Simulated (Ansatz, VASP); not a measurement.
## CdF2 in VASP and in Ansatz

```xyz
3
Lattice="0.0000 2.8101 2.8101 2.8101 0.0000 2.8101 2.8101 2.8101 0.0000" Properties=species:S:1:pos:R:3 pbc="T T T"
Cd    0.0000    0.0000    0.0000
F     1.4051    1.4051    1.4051
F     4.2152    4.2152    4.2152
```

Alike in both runs: task single point; functional PBE; dispersion D3(BJ); k mesh 8 × 8 × 8; occupations gaussian, width 0.02 eV; no spin polarisation.

|  | VASP | Ansatz |
| --- | --- | --- |
| version | VASP 6.6.1 | Ansatz 0.2.0 |
| potentials or method | VASP PAW PBE potentials, release 64 (Cd, F) | scalar-relativistic, plane waves, PAW |
| plane-wave cutoff (eV) | 520 | 420 |
| valence electrons in the cell | 26 | 34 |

Ansatz gave:

```
gap on the k mesh at the Fermi level (eV) : 2.65
least direct gap on the mesh (eV)         : 3.27
pressure (GPa)                            : -7.5
```

Q: What did VASP give for the same quantities?

A: gap on the k mesh at the Fermi level (eV): 2.62; least direct gap on the mesh (eV): 3.25; pressure (GPa): -7.2.

The two sets of potentials don't hold the same shells in valence.

A k mesh can miss the band edges. As with any semilocal functional, this PBE gap is likely too small.
